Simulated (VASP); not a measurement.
Wanted: the native input for a VASP 6.6.1 run.

```yaml
Task: relaxation of the atoms
Functional: PBE
Potentials_or_basis: VASP PAW PBE potentials, release 64 (Rb_pv, Cl)
Cutoff: 300 eV
k_mesh: 4 × 4 × 4
Occupations: gaussian, width 0.03 eV
Spin: no spin polarisation
Further_INCAR_settings: ALGO = Normal; EDIFF = 1e-07; IBRION = 2; EDIFFG = -0.01; NSW = 40
```

The structure of RbCl lies in POSCAR:

```
RbCl                                    
1.0
   -0.0000000000      3.3976763317      3.3976763317
    3.3976763317     -0.0000000000      3.3976763317
    3.3976763317      3.3976763317     -0.0000000000
  Rb              Cl            
     1     1
Direct
     0.0000000000000000    0.0000000000000000    0.0000000000000000
     0.5000000000000000    0.5000000000000000    0.5000000000000000
```

The cell isn't the ideal one: a relaxed cell with its volume scaled by 1.04.

The input as run:

INCAR

```
PREC = Accurate
ENCUT = 300
EDIFF = 1E-7
ISMEAR = 0
SIGMA = 0.03
LREAL = F
LASPH = T
NELM = 80
ALGO = Normal
ISIF = 2
LWAVE = F
LCHARG = F
GGA = PE
IBRION = 2
NSW = 40
EDIFFG = -0.01
```

KPOINTS

```
regular mesh
0
Gamma
  4 4 4
```

Potentials or basis: VASP PAW PBE potentials, release 64 (Rb_pv, Cl).

Run with:

```bash
$ cat potpaw_PBE.64/Rb_pv/POTCAR potpaw_PBE.64/Cl/POTCAR > POTCAR
$ mpirun -np 1 vasp_std > vasp.out
```

Results of the run:

```yaml
Pressure_after_relaxing: -0.5 GPa
Band_gap_on_the_k_mesh: 4.69 eV, direct
```

Caveat: the cutoff is under 1.25 times the usual one of these potentials, so pressure, stress and relaxed cells hold a basis-set (Pulay) error; the relaxation stopped at its first step, so nothing moved.

It took 4.6 s on 1 thread of Intel(R) Xeon(R) Platinum 8488C (Sapphire Rapids), with other jobs on the host, peak memory 0.15 GiB.
